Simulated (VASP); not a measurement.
# HfO2 (P2_1/c) in VASP: further runs

The runs below take HfO2 through dielectric tensor, phonons, with PBEsol, PBE, LDA.

Program: VASP 6.6.1. These are calculated values, not measurements. Logs are shortened: lines on timing, memory, paths and dates and some standing lists are left out, and cuts for length are marked.

**The experiment to reproduce.**

“Temperature dependence of self-trapped exciton luminescence in nanostructured hafnia powder”, 2021, arxiv:2112.02602 quotes, for a bulk crystal of HfO2: band gap 5.54 eV (indirect).

The results are compared with them further down.

## Step 1: The crystal as given

Symmetry: P2_1/c, No. 14, monoclinic system. Conventional cell: a = 5.075 Å, b = 5.156 Å, c = 5.243 Å, α = 90.00°, β = 99.63°, γ = 90.00°. Hf (site symmetry 1) is surrounded by 7 O at 2.03 to 2.22 Å. O (site symmetry 1) is surrounded by 4 Hf at 2.13 to 2.22 Å. O (site symmetry 1) has 3 Hf at 2.03 to 2.12 Å as nearest neighbours.

## Step 2: Dielectric tensor, PBEsol

Contents of INCAR:

```
  PREC = Accurate
  ENCUT = 600
  EDIFF = 1E-8
  ISMEAR = 0
  SIGMA = 0.03
  LREAL = F
  LASPH = T
  NELM = 80
  ALGO = Normal
  ISIF = 2
  LWAVE = F
  LCHARG = F
  GGA = PS
  LEPSILON = T
  KPAR = 4
```

Contents of KPOINTS:

```
regular mesh
0
Gamma
  6 6 6
```

Contents of POSCAR:

```
HfO2                                    
1.0
    5.0748742106      0.0000000000     -0.0123791609
    0.0000000000      5.1563770838      0.0000000000
   -0.8641215010      0.0000000000      5.1708400425
  Hf              O             
     4     8
Direct
     0.2773337218263274    0.0427055195492020    0.2076865272323306
     0.7226662781736726    0.5427055195492020    0.2923134727676694
     0.7226662781736726    0.9572944804507980    0.7923134727676695
     0.2773337218263274    0.4572944804507980    0.7076865272323305
     0.4469125763510674    0.7582935013761769    0.4808707918255745
     0.5530874236489326    0.2582935013761770    0.0191292081744255
     0.5530874236489326    0.2417064986238230    0.5191292081744255
     0.4469125763510674    0.7417064986238231    0.9808707918255745
     0.0716241711345356    0.3381179960273010    0.3400605692532720
     0.9283758288654644    0.8381179960273010    0.1599394307467280
     0.9283758288654644    0.6618820039726990    0.6599394307467280
     0.0716241711345356    0.1618820039726990    0.8400605692532720
```

Potentials or basis: VASP PAW PBE potentials, release 64 (Hf_pv, O).

On the command line:

```console
$ cat potpaw_PBE.64/Hf_pv/POTCAR potpaw_PBE.64/O/POTCAR > POTCAR
$ mpirun -np 4 vasp_std > vasp.out
```

OUTCAR:

```text
PREC = Accurate
   ENCUT = 600
   EDIFF = 1E-8
   ISMEAR = 0
   LREAL = F
   LASPH = T
   NELM = 80
   ISIF = 2
   GGA = PS
   LEPSILON = T

 ion  position               nearest neighbor table
   1  0.277  0.043  0.208-   9 2.03  10 2.04  12 2.12   5 2.13   6 2.15   8 2.21   7 2.22   3 3.29
                             4 3.38   4 3.38   2 3.41   2 3.41   3 3.42   3 3.52
   2  0.723  0.543  0.292-  10 2.03   9 2.04  11 2.12   6 2.13   5 2.15   7 2.21   8 2.22   4 3.29
                             3 3.38   3 3.38   1 3.41   1 3.41   4 3.42   4 3.52
   3  0.723  0.957  0.792-  11 2.03  12 2.04  10 2.12   7 2.13   8 2.15   6 2.21   5 2.22   1 3.29
                             2 3.38   2 3.38   4 3.41   4 3.41   1 3.42   1 3.52
   4  0.277  0.457  0.708-  12 2.03  11 2.04   9 2.12   8 2.13   7 2.15   5 2.21   6 2.22   2 3.29
                             1 3.38   1 3.38   3 3.41   3 3.41   2 3.42   2 3.52
   5  0.447  0.758  0.481-   1 2.13   2 2.15   4 2.21   3 2.22
   6  0.553  0.258  0.019-   2 2.13   1 2.15   3 2.21   4 2.22
   7  0.553  0.242  0.519-   3 2.13   4 2.15   2 2.21   1 2.22
   8  0.447  0.742  0.981-   4 2.13   3 2.15   1 2.21   2 2.22
   9  0.072  0.338  0.340-   1 2.03   2 2.04   4 2.12
  10  0.928  0.838  0.160-   2 2.03   1 2.04   3 2.12
  11  0.928  0.662  0.660-   3 2.03   4 2.04   2 2.12
  12  0.072  0.162  0.840-   4 2.03   3 2.04   1 2.12

  LATTYP: Found a simple monoclinic cell.
 ALAT       =     5.0748893088
 B/A-ratio  =     1.0160570546
 C/A-ratio  =     1.0330365998
 COS(beta)  =    -0.1672340266

  Lattice vectors:

 A1 = (   5.0748742106,   0.0000000000,  -0.0123791609)
 A2 = (   0.0000000000,   5.1563770838,   0.0000000000)
 A3 = (  -0.8641215010,   0.0000000000,   5.1708400425)

Analysis of symmetry for initial positions (statically):
=====================================================================
 Subroutine PRICEL returns:
 Original cell was already a primitive cell.

 Routine SETGRP: Setting up the symmetry group for a
 simple monoclinic supercell.

 Subroutine GETGRP returns: Found  4 space group operations
 (whereof  2 operations were pure point group operations)
 out of a pool of  4 trial point group operations.

The static configuration has the point symmetry S_2 .
 The point group associated with its full space group is C_2h.

Analysis of symmetry for dynamics (positions and initial velocities):
=====================================================================
 Subroutine PRICEL returns:
 Original cell was already a primitive cell.

 Routine SETGRP: Setting up the symmetry group for a
 simple monoclinic supercell.

 Subroutine GETGRP returns: Found  4 space group operations
 (whereof  2 operations were pure point group operations)
 out of a pool of  4 trial point group operations.

The dynamic configuration has the point symmetry S_2 .
 The point group associated with its full space group is C_2h.

 Subroutine INISYM returns: Found  4 space group operations
 (whereof  2 operations are pure point group operations),
 and found     1 'primitive' translations

----------------------------------------------------------------------------------------

                                     Primitive cell

  volume of cell :     135.2552

  direct lattice vectors                    reciprocal lattice vectors
     5.074874211  0.000000000 -0.012379161     0.197129577  0.000000000  0.032943178
     0.000000000  5.156377084  0.000000000     0.000000000  0.193934614  0.000000000
    -0.864121501  0.000000000  5.170840043     0.000471935  0.000000000  0.193471042

  length of vectors
     5.074889309  5.156377084  5.242546396     0.199863262  0.193934614  0.193471617

  position of ions in fractional coordinates (direct lattice)
     0.277333722  0.042705520  0.207686527
     0.722666278  0.542705520  0.292313473
     0.722666278  0.957294480  0.792313473
     0.277333722  0.457294480  0.707686527
     0.446912576  0.758293501  0.480870792
     0.553087424  0.258293501  0.019129208
     0.553087424  0.241706499  0.519129208
     0.446912576  0.741706499  0.980870792
     0.071624171  0.338117996  0.340060569
     0.928375829  0.838117996  0.159939431
     0.928375829  0.661882004  0.659939431
[... 1464 lines left out ...]
  Total        0.0031267      0.0054736      0.0065384      0.0000000      0.0000000     -0.0001280
  in kB        0.0370380      0.0648377      0.0774513      0.0000000      0.0000000     -0.0015166
  external PRESSURE =       0.0597757 kB  Pullay stress =       0.0000000 kB

 VOLUME and BASIS-vectors are now :
 -----------------------------------------------------------------------------
  energy-cutoff  :      600.00
  volume of cell :      135.26
      direct lattice vectors                 reciprocal lattice vectors
     5.074874211  0.000000000 -0.012379161     0.197129577  0.000000000  0.032943178
     0.000000000  5.156377084  0.000000000     0.000000000  0.193934614  0.000000000
    -0.864121501  0.000000000  5.170840043     0.000471935  0.000000000  0.193471042

 POSITION                                       TOTAL-FORCE (eV/Angst)
 -----------------------------------------------------------------------------------
      1.22797      0.22021      1.07048        -0.001711      0.000165     -0.000046
      3.41485      2.79839      1.50256         0.001711      0.000165      0.000046
      2.98279      4.93617      4.08798         0.001711     -0.000165      0.000046
      0.79591      2.35798      3.65590        -0.001711     -0.000165     -0.000046
      1.85249      3.91005      2.48097         0.000314     -0.000420     -0.001228
      2.79032      1.33186      0.09207        -0.000314     -0.000420      0.001228
      2.35826      1.24633      2.67749        -0.000314      0.000420      0.001228
      1.42043      3.82452      5.06639         0.000314      0.000420     -0.001228
      0.06963      1.74346      1.75751         0.000579      0.000034     -0.000301
      4.57318      4.32165      0.81553        -0.000579      0.000034      0.000301
      4.14112      3.41291      3.40095        -0.000579     -0.000034      0.000301
     -0.36243      0.83472      4.34293         0.000579     -0.000034     -0.000301
 -----------------------------------------------------------------------------------
    total drift:                               -0.000000     -0.000000      0.000000

  FREE ENERGIE OF THE ION-ELECTRON SYSTEM (eV)
  ---------------------------------------------------
  free  energy   TOTEN  =      -127.4010076528 eV

  energy  without entropy=     -127.4010076528  energy(sigma->0) =     -127.40100765

 HEAD OF MICROSCOPIC STATIC DIELECTRIC TENSOR (INDEPENDENT PARTICLE, excluding Hartree and local field effects)
 ------------------------------------------------------
           5.184460     0.000000     0.121593
           0.000000     5.164784     0.000000
           0.121579     0.000000     4.865195
 ------------------------------------------------------

 Free energy of the ion-electron system (eV)
  ---------------------------------------------------
  ---------------------------------------------------
  free energy    TOTEN  =        -1.57423499 eV

  energy without entropy =       -1.57423499

------------------------ aborting loop because EDIFF is reached ----------------------------------------

--------------------------------------- Ionic step        2  -------------------------------------------

------------------------ aborting loop because EDIFF is reached ----------------------------------------

--------------------------------------- Ionic step        3  -------------------------------------------

 Free energy of the ion-electron system (eV)
  ---------------------------------------------------
  ---------------------------------------------------
  free energy    TOTEN  =        -1.46089482 eV

  energy without entropy =       -1.46089482

------------------------ aborting loop because EDIFF is reached ----------------------------------------

 PIEZOELECTRIC TENSOR FIELD DIRECTION 3  (e Angst)
 -----------------------------------------------------------------------------
     0.00084  0.00000  0.00123           ( -0.00001  0.00000 -0.00001)
     0.00000 -0.00274  0.00000           (  0.00000 -0.00003  0.00000)
     0.00126  0.00000  0.00057           ( -0.00001  0.00000 -0.00007)

 PIEZOELECTRIC TENSOR FIELD DIRECTION 3  (C/m^2)
 -----------------------------------------------------------------------------
     0.00010  0.00000  0.00015
     0.00000 -0.00032  0.00000
     0.00015  0.00000  0.00007

 MACROSCOPIC STATIC DIELECTRIC TENSOR (including local field effects in DFT)
 ------------------------------------------------------
           4.981184     0.000000     0.138462
           0.000000     5.000960     0.000000
           0.138447     0.000000     4.694577
 ------------------------------------------------------

 PIEZOELECTRIC TENSOR (including local field effects)  for field in x, y, z        (e  Angst)
          XX          YY          ZZ          XY          YZ          ZX
  --------------------------------------------------------------------------------
  x     0.00000     0.00000     0.00000     0.00000     0.00000     0.00000
  y     0.00000     0.00000     0.00000     0.00000     0.00000     0.00000
  z     0.00000     0.00000     0.00000     0.00000     0.00000     0.00000

 PIEZOELECTRIC TENSOR (including local field effects)  for field in x, y, z        (C/m^2)
          XX          YY          ZZ          XY          YZ          ZX
  --------------------------------------------------------------------------------
  x     0.00000     0.00000     0.00000     0.00000     0.00000     0.00000
  y     0.00000     0.00000     0.00000     0.00000     0.00000     0.00000
  z     0.00000     0.00000     0.00000     0.00000     0.00000     0.00000

 BORN EFFECTIVE CHARGES (including local field effects) (in |e|, cummulative output)
 ---------------------------------------------------------------------------------
 ion    1
    1     5.31151    -0.38366     0.22028
    2    -0.13806     5.30135     0.16912
    3     0.23150     0.35791     4.77319
 ion    2
    1     5.31151     0.38366     0.22028
    2     0.13806     5.30135    -0.16912
    3     0.23150    -0.35791     4.77319
 ion    3
    1     5.31151    -0.38366     0.22028
    2    -0.13806     5.30135     0.16912
    3     0.23150     0.35791     4.77319
 ion    4
    1     5.31151     0.38366     0.22028
    2     0.13806     5.30135    -0.16912
    3     0.23150    -0.35791     4.77319
 ion    5
[... 16 lines left out ...]
    1    -2.94081     1.04460    -0.22001
    2     1.28204    -2.57719    -0.65592
    3    -0.18683    -0.65488    -2.24188
 ion   10
    1    -2.94081    -1.04460    -0.22001
    2    -1.28204    -2.57719     0.65592
    3    -0.18683     0.65488    -2.24188
 ion   11
    1    -2.94081     1.04460    -0.22001
    2     1.28204    -2.57719    -0.65592
    3    -0.18683    -0.65488    -2.24188
 ion   12
    1    -2.94081    -1.04460    -0.22001
    2    -1.28204    -2.57719     0.65592
    3    -0.18683     0.65488    -2.24188
```

It took 24 min on 4 MPI ranks of AMD EPYC 9R45 (Zen 5), shared host; peak memory 1.7 GiB.

Results:

| Item | Value |
| --- | --- |
| Band gap on the k mesh | 3.96 eV, indirect (least direct gap 4.06 eV) |
| Electronic dielectric tensor (diagonal) | 4.98, 5.00, 4.69 |
| Born charges (mean of the diagonal) | Hf +5.13; O -2.54, -2.59 e |

Electronic dielectric tensor:
```
4.98 0.00 0.14
0.00 5.00 0.00
0.14 0.00 4.69
```

Born effective charge tensors (e):
atom 1, Hf
```
 5.31 -0.38  0.22
-0.14  5.30  0.17
 0.23  0.36  4.77
```
atom 2, Hf
```
 5.31  0.38  0.22
 0.14  5.30 -0.17
 0.23 -0.36  4.77
```
atom 3, Hf
```
 5.31 -0.38  0.22
-0.14  5.30  0.17
 0.23  0.36  4.77
```
atom 4, Hf
```
 5.31  0.38  0.22
 0.14  5.30 -0.17
 0.23 -0.36  4.77
```
atom 5, O
```
-2.37  0.11  0.00
 0.17 -2.72  0.35
-0.04  0.42 -2.53
```
atom 6, O
```
-2.37 -0.11  0.00
-0.17 -2.72 -0.35
-0.04 -0.42 -2.53
```
atom 7, O
```
-2.37  0.11  0.00
 0.17 -2.72  0.35
-0.04  0.42 -2.53
```
atom 8, O
```
-2.37 -0.11  0.00
-0.17 -2.72 -0.35
-0.04 -0.42 -2.53
```
atom 9, O
```
-2.94  1.04 -0.22
 1.28 -2.58 -0.66
-0.19 -0.65 -2.24
```
atom 10, O
```
-2.94 -1.04 -0.22
-1.28 -2.58  0.66
-0.19  0.65 -2.24
```
atom 11, O
```
-2.94  1.04 -0.22
 1.28 -2.58 -0.66
-0.19 -0.65 -2.24
```
atom 12, O
```
-2.94 -1.04 -0.22
-1.28 -2.58  0.66
-0.19  0.65 -2.24
```

Caveat: the PAW data sets were made with another functional, which shifts forces and pressure a little; spin-orbit coupling is left out, which moves the levels of the heavy elements.

(Part 1 of 3 ends here.)
